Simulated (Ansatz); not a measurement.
# NaH: band gap under strain

How does strain move the band edges of NaH in the rocksalt structure, and do the functionals agree on it? States: -4.0 % strain along z alone; -0.5 % biaxial strain in the (111) plane, free along [111]; -0.5 % shear in the xy plane.

Code: Ansatz 0.2.0. PAW datasets, plane waves. Calculated at 0 K for a non-magnetic cell.

### 1 The cell

The unstrained cell was relaxed with r2SCAN; in each strained cell the atoms were relaxed again with r2SCAN. Names of k-points are those of the unstrained zone, where strain can split equivalent points. First state: -4.0 % strain along z alone.

The symmetry is I4/mmm (No. 139, tetragonal); a = 3.391 Å, c = 4.603 Å in the conventional setting, 13.23 Å³ an atom. Near Na stand 6 H at 2.30–2.40 Å; near H stand 6 Na at 2.30–2.40 Å.

As a file:

```cif
data_structure
_symmetry_space_group_name_H-M 'I4/mmm'
_symmetry_Int_Tables_number 139
_cell_length_a 3.3906
_cell_length_b 3.3906
_cell_length_c 4.6032
_cell_angle_alpha 90.000
_cell_angle_beta 90.000
_cell_angle_gamma 90.000
_cell_volume 52.92
loop_
_atom_site_label
_atom_site_type_symbol
_atom_site_symmetry_multiplicity
_atom_site_Wyckoff_symbol
_atom_site_fract_x
_atom_site_fract_y
_atom_site_fract_z
_atom_site_occupancy
Na1 Na 2 a 0.00000 0.00000 0.00000 1
H1 H 2 b 0.00000 0.00000 0.50000 1
```

From earlier runs on the unstrained cell: PBE 3.80 eV, r2SCAN 4.40 eV, HSE06 4.85 eV, G0W0 6.05 eV (on its mesh); a = 4.795 Å.

### 2 -4.0 % strain along z alone: PBE

input.yaml reads:

```yaml
crystal:
  lattice:
    - [0.0, 2.3975122885, 2.3016117969]
    - [2.3975122885, 0.0, 2.3016117969]
    - [2.3975122885, 2.3975122885, 0.0]
  atoms:
    - { symbol: Na, position: [0.0, 0.0, 0.0] }
    - { symbol: H, position: [0.5, 0.5, 0.5] }
kpoints:
  mp_grid: { grid: [10, 10, 10] }
  band_path:
    path:
      - [0.0, 0.0, 0.0]
      - [0.5, 0.0, 0.5]
      - [0.625, 0.25, 0.625]
      - [0.375, 0.375, 0.75]
      - [0.5, 0.5, 0.5]
      - [0.5, 0.25, 0.75]
      - [0.296875, -0.5, -0.203125]
      - [0.0, 0.0, 0.5]
    npoints: 1
hamiltonian:
  xc: pbe
scf:
  occupations: { method: fermi_dirac, width: 0.02 }
  n_extra_bands: 4
output:
  forces: true
  stress: true
  eigenvalues: true
  write_density: true
  write_potential: true
  elf: true
  volumetric_format: npy
```

On the command line:

```sh
> ansatz run input.yaml --threads 2 --pin off --max-ram 2211MiB --backend cpu --events-out ev --progress --plain --runs-dir out
```

The runs that follow: -4.0 % strain along z alone: r2SCAN; -4.0 % strain along z alone: HSE06; -4.0 % strain along z alone: G0W0@PBE; -0.5 % biaxial strain in the (111) plane, free along [111]: PBE; -0.5 % biaxial strain in the (111) plane, free along [111]: r2SCAN; -0.5 % biaxial strain in the (111) plane, free along [111]: HSE06; -0.5 % biaxial strain in the (111) plane, free along [111]: G0W0@PBE; -0.5 % shear in the xy plane: PBE; -0.5 % shear in the xy plane: r2SCAN; -0.5 % shear in the xy plane: HSE06; -0.5 % shear in the xy plane: G0W0@PBE.

**Question.** What will these runs give?

**Answer**, as computed:

Least gap in eV (negative: overlap), with the change from the unstrained cell in brackets. G0W0 is on its own coarse mesh.

```
                                                     state  volume change (%)           PBE        r2SCAN         HSE06          G0W0
                               -4.0 % strain along z alone               -4.0  3.85 (+0.05)  4.45 (+0.05)  4.91 (+0.06)  6.08 (+0.03)
-0.5 % biaxial strain in the (111) plane, free along [111]               -0.8  3.77 (-0.03)  4.37 (-0.03)  4.82 (-0.03)  6.02 (-0.03)
                              -0.5 % shear in the xy plane               -0.0  3.79 (-0.01)  4.39 (-0.01)  4.83 (-0.02)  6.03 (-0.02)
```

What this shows: The largest move of the HSE06 gap in the table is +0.057 eV, under -4.0 % strain along z alone. PBE and HSE06 differ by 1.05 eV on the unstrained gap, and by at most 0.01 eV on its change: the two disagree on the size of the gap but agree on its response to strain. G0W0 here is at a finite number of bands, screening cutoff and k mesh, not at the basis limit.
